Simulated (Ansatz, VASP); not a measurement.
# BeTe in VASP and in Ansatz

The input INCAR:

```
SYSTEM = BeTe
ALGO     = Normal         ! electronic algorithm
EDIFF    = 1E-6           ! SCF threshold, eV
ENCUT    = 520            ! plane-wave cutoff, eV
GGA      = PS             ! functional
ISIF     = 2              ! what is computed and relaxed
ISMEAR   = -1             ! smearing method
LASPH    = .TRUE.         ! aspherical terms in the spheres
LCHARG   = .FALSE.        ! write CHGCAR
LREAL    = .FALSE.        ! projectors in reciprocal space
LWAVE    = .FALSE.        ! write WAVECAR
NBANDS   = 11             ! bands
NELM     = 100            ! most SCF steps
PREC     = Accurate       ! precision mode
SIGMA    = 0.03           ! smearing width, eV
```

KPOINTS

```
k-points
0
G
  11 11 11
  0 0 0
```

File POSCAR:

```
BeTe
1.0
    0.0000000000      2.7700000000      2.7700000000
    2.7700000000      0.0000000000      2.7700000000
    2.7700000000      2.7700000000      0.0000000000
Be Te
1 1
Direct
    0.0000000000      0.0000000000      0.0000000000
    0.7500000000      0.7500000000      0.7500000000
```

Input for Ansatz:

```yaml
crystal:
  lattice:
    - [0.0, 2.77, 2.77]
    - [2.77, 0.0, 2.77]
    - [2.77, 2.77, 0.0]
  atoms:
    - { symbol: Be, position: [0.0, 0.0, 0.0] }
    - { symbol: Te, position: [0.75, 0.75, 0.75] }
kpoints:
  mp_grid: { grid: [11, 11, 11] }
  band_path:
    path:
      - [0.0, 0.0, 0.0]
      - [-0.5, -0.5, 0.0]
      - [-0.375, -0.375, 0.25]
      - [-0.375, 0.0, 0.375]
      - [0.0, 0.0, 0.0]
      - [0.0, 0.0, 0.5]
      - [-0.5, -0.25, 0.25]
      - [-0.5, -0.5, 0.0]
    npoints: 5
scf:
  occupations: { method: fermi_dirac, width: 0.03 }
hamiltonian:
  xc: pbesol
  pseudopotentials: { kind: all_electron, lapw: { basis_error: 0.0005 } }
output:
  forces: true
  stress: true
  eigenvalues: true
```

Alike in both runs: task single point; functional PBEsol; k mesh 11 × 11 × 11; occupations fermi-dirac, width 0.03 eV; no spin polarisation.

|  | VASP | Ansatz |
| --- | --- | --- |
| version | VASP 6.6.1 | Ansatz 0.2.0 |
| potentials or method | VASP PAW PBE potentials, release 64 (Be, Te) | all-electron LAPW, scalar-relativistic |
| plane-wave cutoff (eV) | 520 | see its input |

```csv
,VASP,Ansatz,Ansatz less VASP
gap on the k mesh at the Fermi level (eV),1.76,1.78,+0.019
pressure (GPa),2.5,2.2,-0.30
```

Ansatz ran all-electron here, so the differences hold the error of VASP's frozen core and of both bases.

Caveats: the PAW data sets were made with another functional, which shifts forces and pressure a little (VASP); spin-orbit coupling is left out, which moves the levels of the heavy elements; an odd mesh through Γ misses points on the zone boundary, where band edges often lie. As with any semilocal functional, this PBEsol gap is likely too small.
